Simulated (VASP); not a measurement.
# Si (Fd-3m) in VASP: further runs, part 2 of 2

VASP 6.6.1.

**4. G0W0 quasiparticle levels, PBE**

Input file POSCAR:

```
Si
1.0
    0.0000000000      2.7218511865      2.7218511865
    2.7218511865      0.0000000000      2.7218511865
    2.7218511865      2.7218511865      0.0000000000
Si
2
Direct
    0.5000000000      0.5000000000      0.5000000000
    0.7500000000      0.7500000000      0.7500000000
```

Input file INCAR.step1:

```
SYSTEM = Si
PREC = Accurate ; ENCUT = 350
EDIFF = 1E-8 ; ISMEAR = 0
SIGMA = 0.01 ; LREAL = .False.
LASPH = .True. ; NELM = 80
ALGO = Normal ; LWAVE = .True.
LCHARG = .False. ; GGA = PE
```

Input file INCAR.step2:

```
SYSTEM = Si
PREC = Accurate ; ENCUT = 350
EDIFF = 1E-8 ; ISMEAR = 0
SIGMA = 0.01 ; LREAL = .False.
LASPH = .True. ; NELM = 1
ALGO = Exact ; LWAVE = .True.
LCHARG = .False. ; GGA = PE
NBANDS = 52 ; LOPTICS = .True.
ISTART = 1
```

Input file INCAR.step3:

```
SYSTEM = Si
PREC = Accurate ; ENCUT = 350
EDIFF = 1E-8 ; ISMEAR = 0
SIGMA = 0.01 ; LREAL = .False.
LASPH = .True. ; ALGO = EVGW0
LWAVE = .False. ; LCHARG = .False.
GGA = PE ; NELMGW = 1
NBANDS = 52 ; ENCUTGW = 150
NOMEGA = 48 ; PRECFOCK = Fast
ISTART = 1 ; NBANDSGW = 12
```

Input file KPOINTS:

```
regular mesh
0
Gamma
  3 3 3
  0 0 0
```

Potentials or basis: VASP PAW PBE potentials, release 64 (Si_GW).

Run with:

```sh
> cat potpaw_PBE.64/Si_GW/POTCAR > POTCAR
> cp INCAR.step1 INCAR
> mpirun -np 1 vasp_std > vasp.out
> cp INCAR.step2 INCAR
> mpirun -np 1 vasp_std > vasp.out
> cp INCAR.step3 INCAR
> mpirun -np 1 vasp_std > vasp.out
```

OUTCAR:

```text
SYSTEM = Si
   PREC = Accurate
   ENCUT = 350
   EDIFF = 1E-8
   ISMEAR = 0
   LREAL = .False.
   LASPH = .True.
   GGA = PE
   NELMGW = 1
   ENCUTGW = 150
   PRECFOCK = Fast
   ISTART = 1

 Found      4 irreducible k-points:

 Following reciprocal coordinates:
            Coordinates               Weight
  0.000000  0.000000  0.000000      1.000000
  0.333333  0.000000  0.000000      8.000000
  0.333333  0.333333  0.000000      6.000000
 -0.333333  0.333333  0.000000     12.000000
   k-points           NKPTS =      4   k-points in BZ     NKDIM =     27   number of bands    NBANDS=     52
   number of dos      NEDOS =    301   number of ions     NIONS =      2
   total plane-waves  NPLWV =  13824
   dimension x,y,z NGX =    24 NGY =   24 NGZ =   24
   dimension x,y,z NGXF=    48 NGYF=   48 NGZF=   48
   ions per type =               2
   NGX,Y,Z   is equivalent  to a cutoff of  10.37, 10.37, 10.37 a.u.
[... 55 lines left out ...]
   NELMHF              =     1    number of iterations in the inner HF iteration
   NKREDLFX            =     1    NKREDLFY  =   1   NKREDLFZ  =   1
 non-spin polarized calculation
 Gauss-broadening in eV      SIGMA  =   0.01
  energy-cutoff  :      350.00
  volume of cell :       40.33
 maximum number of plane-waves:       612
  NGX = 14; NGY = 14; NGZ = 14
   NGX = 11   NGY = 11   NGZ = 11
 maximum number of plane-waves:       172

 QP shifts <psi_nk| G(iteration)W_0 |psi_nk>: iteration 1
 for sc-GW calculations column KS-energies equals QP-energies in previous step
 and V_xc(KS)=  KS-energies - (<T + V_ion + V_H > + <T+V_H+V_ion>^1  + <V_x>^1)

 k-point   1 :       0.0000    0.0000    0.0000
  band No.  KS-energies  QP-energies   sigma(KS)   V_xc(KS)     V^pw_x(r,r')   Z            occupation Imag(sigma)

      1      -6.4324      -6.9169     -11.0631     -10.4342     -17.4247       0.7705       2.0000       1.3593
      2       5.5012       5.2139     -11.8001     -11.4218     -13.4295       0.7597       2.0000       0.0637
      3       5.5012       5.2139     -11.8001     -11.4218     -13.4295       0.7597       2.0000       0.0637
      4       5.5012       5.2139     -11.8001     -11.4218     -13.4295       0.7597       2.0000       0.0637
      5       8.0165       8.3473      -9.6371     -10.0701      -5.3663       0.7641       0.0000      -0.1119
      6       8.0165       8.3473      -9.6371     -10.0701      -5.3663       0.7641       0.0000      -0.1119
      7       8.0165       8.3473      -9.6371     -10.0701      -5.3663       0.7641       0.0000      -0.1119
      8       8.7866       9.2801     -10.3844     -11.0340      -5.5739       0.7597       0.0000      -0.1405
      9      13.1729      13.6486      -9.3496      -9.9844      -4.1531       0.7495       0.0000      -0.2303
     10      13.1729      13.6486      -9.3496      -9.9844      -4.1531       0.7495       0.0000      -0.2303
     11      13.4321      13.3091      -7.7607      -7.6089      -2.4805       0.8098       0.0000      -0.3578
     12      16.6728      16.6821      -8.2309      -8.2430      -2.1677       0.7687       0.0000      -0.6470
[... 36 lines left out ...]
      1      -3.1838      -3.5576     -11.4253     -10.9016     -16.4741       0.7139       2.0000       0.6850
      2      -1.2644      -1.6420     -11.4111     -10.8863     -15.5005       0.7195       2.0000       0.4121
      3       1.0888       0.6591     -10.4209      -9.8450     -12.9795       0.7462       2.0000       0.1692
      4       3.3836       3.0315     -11.2841     -10.8162     -13.4271       0.7527       2.0000       0.0860
      5       7.0360       7.2203      -8.9048      -9.1430      -4.7342       0.7737       0.0000      -0.0946
      6      11.2791      11.4861      -9.4289      -9.6987      -4.5676       0.7674       0.0000      -0.2400
      7      11.9158      12.3193      -9.7110     -10.2504      -4.3413       0.7480       0.0000      -0.3187
      8      12.5284      12.9192      -9.9858     -10.5029      -4.6754       0.7557       0.0000      -0.3197
      9      12.8650      13.2404      -9.7571     -10.2595      -4.1384       0.7471       0.0000      -0.3586
     10      13.1331      13.4342      -9.3553      -9.7437      -4.1681       0.7754       0.0000      -0.3380
     11      19.8134      19.8822      -8.5663      -8.6571      -2.3262       0.7568       0.0000      -0.7869
     12      20.3725      20.3515      -8.1986      -8.1711      -2.0233       0.7646       0.0000      -0.8383
```

OUTCAR.step1:

```text
SYSTEM = Si
   PREC = Accurate
   ENCUT = 350
   EDIFF = 1E-8
   ISMEAR = 0
   LREAL = .False.
   LASPH = .True.
[... 150 lines left out ...]
      2.72185      2.72185      2.72185         0.000000      0.000000      0.000000
      4.08278      4.08278      4.08278        -0.000000     -0.000000     -0.000000
 -----------------------------------------------------------------------------------
    total drift:                                0.000000      0.000000      0.000000

  FREE ENERGIE OF THE ION-ELECTRON SYSTEM (eV)
  ---------------------------------------------------
  free  energy   TOTEN  =       -10.2269657581 eV

  energy  without entropy=      -10.2269657581  energy(sigma->0) =      -10.22696576
```

Wall time 12 s (1 thread of Intel Xeon Platinum 8488C (Sapphire Rapids), shared host); peak memory 0.18 GiB.

The run converged, but some of its settings lie outside the range that counts as converged, so its numbers aren't taken as properties of the crystal.

What came out:

```yaml
Band_gap_on_the_k_mesh_mean-field_level: 0.70 eV, indirect (least direct gap 2.52 eV)
Quasiparticle_gap: 1.14 eV
Least_direct_quasiparticle_gap: 3.13 eV
```

Caveat: the k mesh is coarse (spacing up to 0.67 Å⁻¹), so the values aren't converged; bands, screening cutoff and mesh are small and nothing is extrapolated, so the quasiparticle values aren't converged; an odd mesh through Γ misses points on the zone boundary, where band edges often lie.

**5. G0W0 quasiparticle levels, PBE**

POSCAR is that of step 4.

Edit INCAR.step1 of step 4 so:

```diff
@@ -1,3 +1,3 @@
 SYSTEM = Si
-PREC = Accurate ; ENCUT = 350
+PREC = Accurate ; ENCUT = 450
 EDIFF = 1E-8 ; ISMEAR = 0
```

Edit INCAR.step2 of step 4 so:

```diff
@@ -1,3 +1,3 @@
 SYSTEM = Si
-PREC = Accurate ; ENCUT = 350
+PREC = Accurate ; ENCUT = 450
 EDIFF = 1E-8 ; ISMEAR = 0
```

Edit INCAR.step3 of step 4 so:

```diff
@@ -1,3 +1,3 @@
 SYSTEM = Si
-PREC = Accurate ; ENCUT = 350
+PREC = Accurate ; ENCUT = 450
 EDIFF = 1E-8 ; ISMEAR = 0
```

KPOINTS is that of step 4.

Potentials or basis: VASP PAW PBE potentials, release 64 (Si_GW).

Run with:

```sh
> cat potpaw_PBE.64/Si_GW/POTCAR > POTCAR
> cp INCAR.step1 INCAR
> mpirun -np 1 vasp_std > vasp.out
> cp INCAR.step2 INCAR
> mpirun -np 1 vasp_std > vasp.out
> cp INCAR.step3 INCAR
> mpirun -np 1 vasp_std > vasp.out
```

OUTCAR:

```text
SYSTEM = Si
   PREC = Accurate
   ENCUT = 450
   EDIFF = 1E-8
   ISMEAR = 0
   LREAL = .False.
   LASPH = .True.
   GGA = PE
   NELMGW = 1
   ENCUTGW = 150
   PRECFOCK = Fast
   ISTART = 1

 Found      4 irreducible k-points:

 Following reciprocal coordinates:
            Coordinates               Weight
  0.000000  0.000000  0.000000      1.000000
  0.333333  0.000000  0.000000      8.000000
  0.333333  0.333333  0.000000      6.000000
 -0.333333  0.333333  0.000000     12.000000
   k-points           NKPTS =      4   k-points in BZ     NKDIM =     27   number of bands    NBANDS=     52
   number of dos      NEDOS =    301   number of ions     NIONS =      2
   total plane-waves  NPLWV =  21952
   dimension x,y,z NGX =    28 NGY =   28 NGZ =   28
   dimension x,y,z NGXF=    56 NGYF=   56 NGZF=   56
   ions per type =               2
   NGX,Y,Z   is equivalent  to a cutoff of  12.09, 12.09, 12.09 a.u.
   NGXF,Y,Z  is equivalent  to a cutoff of  24.19, 24.19, 24.19 a.u.
[... 54 lines left out ...]
   NELMHF              =     1    number of iterations in the inner HF iteration
   NKREDLFX            =     1    NKREDLFY  =   1   NKREDLFZ  =   1
 non-spin polarized calculation
 Gauss-broadening in eV      SIGMA  =   0.01
  energy-cutoff  :      450.00
  volume of cell :       40.33
 maximum number of plane-waves:       893
 NGX is ok and might be reduce to    28
  NGX = 16; NGY = 16; NGZ = 16
   NGX = 13   NGY = 13   NGZ = 13
 maximum number of plane-waves:       172

 QP shifts <psi_nk| G(iteration)W_0 |psi_nk>: iteration 1
 for sc-GW calculations column KS-energies equals QP-energies in previous step
 and V_xc(KS)=  KS-energies - (<T + V_ion + V_H > + <T+V_H+V_ion>^1  + <V_x>^1)

 k-point   1 :       0.0000    0.0000    0.0000
  band No.  KS-energies  QP-energies   sigma(KS)   V_xc(KS)     V^pw_x(r,r')   Z            occupation Imag(sigma)

      1      -6.4325      -6.9135     -11.0578     -10.4342     -17.4248       0.7713       2.0000       1.3591
      2       5.5010       5.2150     -11.7987     -11.4221     -13.4294       0.7593       2.0000       0.0625
      3       5.5010       5.2150     -11.7987     -11.4221     -13.4294       0.7593       2.0000       0.0625
      4       5.5010       5.2150     -11.7987     -11.4221     -13.4294       0.7593       2.0000       0.0625
      5       8.0158       8.3496      -9.6348     -10.0709      -5.3656       0.7656       0.0000      -0.1119
      6       8.0158       8.3496      -9.6348     -10.0709      -5.3656       0.7656       0.0000      -0.1119
      7       8.0158       8.3496      -9.6348     -10.0709      -5.3656       0.7656       0.0000      -0.1119
      8       8.7867       9.2795     -10.3849     -11.0339      -5.5737       0.7593       0.0000      -0.1409
      9      13.1689      13.6489      -9.3476      -9.9879      -4.1513       0.7496       0.0000      -0.2328
     10      13.1689      13.6489      -9.3476      -9.9879      -4.1513       0.7496       0.0000      -0.2328
     11      13.4319      13.3104      -7.7592      -7.6090      -2.4805       0.8094       0.0000      -0.3585
     12      16.6688      16.6786      -8.2356      -8.2483      -2.1676       0.7686       0.0000      -0.6498
[... 36 lines left out ...]
      1      -3.1838      -3.5547     -11.4212     -10.9016     -16.4741       0.7139       2.0000       0.6839
      2      -1.2644      -1.6397     -11.4081     -10.8864     -15.5005       0.7193       2.0000       0.4110
      3       1.0888       0.6607     -10.4183      -9.8453     -12.9795       0.7470       2.0000       0.1682
      4       3.3836       3.0338     -11.2817     -10.8165     -13.4271       0.7520       2.0000       0.0847
      5       7.0350       7.2217      -8.9028      -9.1442      -4.7336       0.7735       0.0000      -0.0951
      6      11.2761      11.4850      -9.4292      -9.7014      -4.5675       0.7673       0.0000      -0.2396
      7      11.9137      12.3193      -9.7093     -10.2516      -4.3400       0.7480       0.0000      -0.3189
      8      12.5261      12.9181      -9.9858     -10.5050      -4.6738       0.7553       0.0000      -0.3197
      9      12.8638      13.2388      -9.7562     -10.2605      -4.1378       0.7436       0.0000      -0.3587
     10      13.1278      13.4322      -9.3558      -9.7484      -4.1666       0.7753       0.0000      -0.3381
     11      19.8065      19.8798      -8.5636      -8.6604      -2.3238       0.7569       0.0000      -0.7844
     12      20.3688      20.3501      -8.1983      -8.1740      -2.0224       0.7655       0.0000      -0.8379
```

OUTCAR.step2:

```text
SYSTEM = Si
   PREC = Accurate
   ENCUT = 450
   EDIFF = 1E-8
[... 519 lines left out ...]
  --------------------------------------------------------------------------------------------------------------
     0.00000    34.25252    34.25252    34.25252    -0.00000    -0.00000     0.00000
     0.82408    36.83555    36.83555    36.83555    -0.00000    -0.00000     0.00000
     1.64816    48.50397    48.50397    48.50397    -0.00000    -0.00000     0.00000
     2.47224   106.24401   106.24401   106.24401    -0.00000    -0.00000     0.00000
     3.29632   -23.32470   -23.32470   -23.32470    -0.00000    -0.00000     0.00000
     4.12040    -7.77883    -7.77883    -7.77883     0.00000     0.00000    -0.00000
[... 92 lines left out ...]
    80.75993     0.93646     0.93646     0.93646     0.00000     0.00000    -0.00000
    81.58402     0.93777     0.93777     0.93777     0.00000     0.00000    -0.00000
```

Wall time 17 s (1 thread of Intel Xeon Platinum 8488C (Sapphire Rapids), shared host); peak memory 0.24 GiB.

These settings aren't checked as converged: the numbers below hold their error.

Results:

| Item | Value |
| --- | --- |
| Band gap on the k mesh, mean-field level | 0.70 eV, indirect (least direct gap 2.51 eV) |
| Quasiparticle gap | 1.15 eV |
| Least direct quasiparticle gap | 3.13 eV |

Caveat: the k mesh is coarse (spacing up to 0.67 Å⁻¹), so the values aren't converged; bands, screening cutoff and mesh are small and nothing is extrapolated, so the quasiparticle values aren't converged; an odd mesh through Γ misses points on the zone boundary, where band edges often lie.

**6. G0W0 quasiparticle levels, PBE**

POSCAR is that of step 5.

INCAR.step1 is that of step 5.

INCAR.step2 is that of step 5.

Edit INCAR.step3 of step 5 so:

```diff
@@ -8,3 +8,3 @@
 NBANDS = 52 ; ENCUTGW = 150
-NOMEGA = 48 ; PRECFOCK = Fast
+NOMEGA = 100 ; PRECFOCK = Fast
 ISTART = 1 ; NBANDSGW = 12
```

KPOINTS is that of step 5.

Potentials or basis: VASP PAW PBE potentials, release 64 (Si_GW).

Run with:

```sh
> cat potpaw_PBE.64/Si_GW/POTCAR > POTCAR
> cp INCAR.step1 INCAR
> mpirun -np 1 vasp_std > vasp.out
> cp INCAR.step2 INCAR
> mpirun -np 1 vasp_std > vasp.out
> cp INCAR.step3 INCAR
> mpirun -np 1 vasp_std > vasp.out
```

OUTCAR:

```text
SYSTEM = Si
   PREC = Accurate
   ENCUT = 450
   EDIFF = 1E-8
   ISMEAR = 0
   LREAL = .False.
   LASPH = .True.
   GGA = PE
   NELMGW = 1
   ENCUTGW = 150
   PRECFOCK = Fast
   ISTART = 1

 Found      4 irreducible k-points:

 Following reciprocal coordinates:
            Coordinates               Weight
[... 85 lines left out ...]
      1      -6.4325      -6.8886     -11.0088     -10.4342     -17.4248       0.7937       2.0000       1.3415
      2       5.5010       5.2117     -11.8034     -11.4221     -13.4294       0.7588       2.0000       0.0172
      3       5.5010       5.2117     -11.8034     -11.4221     -13.4294       0.7588       2.0000       0.0172
      4       5.5010       5.2117     -11.8034     -11.4221     -13.4294       0.7588       2.0000       0.0172
      5       8.0158       8.3280      -9.6478     -10.0709      -5.3656       0.7379       0.0000      -0.0459
      6       8.0158       8.3280      -9.6478     -10.0709      -5.3656       0.7379       0.0000      -0.0459
      7       8.0158       8.3280      -9.6478     -10.0709      -5.3656       0.7379       0.0000      -0.0459
      8       8.7867       9.2351     -10.4447     -11.0339      -5.5737       0.7612       0.0000      -0.0844
      9      13.1689      13.5925      -9.4126      -9.9879      -4.1513       0.7365       0.0000      -0.1600
     10      13.1689      13.5925      -9.4126      -9.9879      -4.1513       0.7365       0.0000      -0.1600
     11      13.4319      13.2475      -7.8232      -7.6090      -2.4805       0.8609       0.0000      -0.3222
     12      16.6688      16.6208      -8.3124      -8.2483      -2.1676       0.7496       0.0000      -0.5771
[... 36 lines left out ...]
      1      -3.1838      -3.5275     -11.3756     -10.9016     -16.4741       0.7251       2.0000       0.5998
      2      -1.2644      -1.6099     -11.3630     -10.8864     -15.5005       0.7248       2.0000       0.3296
      3       1.0888       0.6697     -10.4077      -9.8453     -12.9795       0.7451       2.0000       0.1189
      4       3.3836       3.0286     -11.2899     -10.8165     -13.4271       0.7500       2.0000       0.0449
      5       7.0350       7.2066      -8.9240      -9.1442      -4.7336       0.7790       0.0000      -0.0426
      6      11.2761      11.4628      -9.4550      -9.7014      -4.5675       0.7576       0.0000      -0.1543
      7      11.9137      12.2899      -9.7404     -10.2516      -4.3400       0.7360       0.0000      -0.2033
      8      12.5261      12.8795     -10.0310     -10.5050      -4.6738       0.7458       0.0000      -0.2043
      9      12.8638      13.1867      -9.8181     -10.2605      -4.1378       0.7299       0.0000      -0.2421
     10      13.1278      13.4005      -9.3951      -9.7484      -4.1666       0.7718       0.0000      -0.2386
     11      19.8065      19.8379      -8.6201      -8.6604      -2.3238       0.7808       0.0000      -0.6982
     12      20.3688      20.2979      -8.2671      -8.1740      -2.0224       0.7607       0.0000      -0.7495
```

It took 20 s on 1 thread of Intel Xeon Platinum 8488C (Sapphire Rapids), shared host; peak memory 0.24 GiB.

The run converged, but some of its settings lie outside the range that counts as converged, so its numbers aren't taken as properties of the crystal.

Results:

- Band gap on the k mesh, mean-field level: 0.70 eV, indirect (least direct gap 2.51 eV)
- Quasiparticle gap: 1.13 eV
- Least direct quasiparticle gap: 3.12 eV

Caveat: the k mesh is coarse (spacing up to 0.67 Å⁻¹), so the values aren't converged; bands, screening cutoff and mesh are small and nothing is extrapolated, so the quasiparticle values aren't converged; an odd mesh through Γ misses points on the zone boundary, where band edges often lie.

**7. The reference run**

An earlier run on the cell as given: functional PBE; potentials or basis VASP PAW PBE potentials, release 64 (Si); cutoff 520 eV; k mesh 8 × 8 × 8; occupations fermi-dirac, width 0.05 eV; no spin polarisation.

- Pressure: 1.3 GPa
- Band gap on the k mesh: 0.63 eV, indirect (least direct gap 2.56 eV)
